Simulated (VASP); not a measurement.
Wanted: the native input for a VASP 6.6.1 run.

```yaml
Task: single point
Functional: r2SCAN
Potentials_or_basis: VASP PAW PBE potentials, release 64 (Zr_sv, H)
Cutoff: 520 eV
k_mesh: 7 × 7 × 7
Occupations: methfessel-paxton, width 0.1 eV
Spin: no spin polarisation
Dipole_correction: no
Further_INCAR_settings: ALGO = Normal; EDIFF = 1e-06; NBANDS = 16
```

ZrH3:

```
Zr H
1.0
     3.15184    0.00000    0.00000
     0.00000    3.15184    0.00000
     0.00000    0.00000    3.15184
Zr H
1 3
Direct
  0.00000 0.00000 0.00000
  0.00000 0.50000 0.50000
  0.50000 0.00000 0.50000
  0.50000 0.50000 0.00000
```

The cell comes from a database or a generator and needn't be the stable form of this composition.

One way to write it, as run:

POSCAR

```
ZrH3
1.0
    3.1518358824      0.0000000000      0.0000000000
    0.0000000000      3.1518358824      0.0000000000
    0.0000000000      0.0000000000      3.1518358824
Zr H
1 3
Direct
    0.0000000000      0.0000000000      0.0000000000
    0.0000000000      0.5000000000      0.5000000000
    0.5000000000      0.0000000000      0.5000000000
    0.5000000000      0.5000000000      0.0000000000
```

INCAR.step1

```
PREC = Accurate
ENCUT = 520
ISMEAR = 1
SIGMA = 0.1
LREAL = False
LASPH = True
NELM = 100
NBANDS = 16
GGA = PE
ALGO = Normal
EDIFF = 1E-4
LWAVE = True
LCHARG = False
```

INCAR.step2

```
PREC = Accurate
ENCUT = 520
EDIFF = 1E-6
ISMEAR = 1
SIGMA = 0.1
LREAL = False
LASPH = True
NELM = 100
ALGO = Normal
ISIF = 2
LWAVE = False
LCHARG = False
METAGGA = R2SCAN
LMIXTAU = True
NBANDS = 16
ISTART = 1
```

KPOINTS

```
Automatic mesh
0
Gamma
  7 7 7
```

Potentials or basis: VASP PAW PBE potentials, release 64 (Zr_sv, H).

Run with:

```bash
$ cat potpaw_PBE.64/Zr_sv/POTCAR potpaw_PBE.64/H/POTCAR > POTCAR
$ cp INCAR.step1 INCAR
$ mpirun -np 1 vasp_std > vasp.out
$ cp INCAR.step2 INCAR
$ mpirun -np 1 vasp_std > vasp.out
```

Results of the run:

* Pressure: -4.7 GPa
* Band gap on the k mesh: none (metal or under the smearing width)

Caveat: the PAW data sets were made with another functional, which shifts forces and pressure a little.

Run time: 49 s on 1 thread of Intel(R) Xeon(R) Platinum 8375C CPU @ 2.90GHz (Ice Lake), on a shared host, peak memory 0.14 GiB.
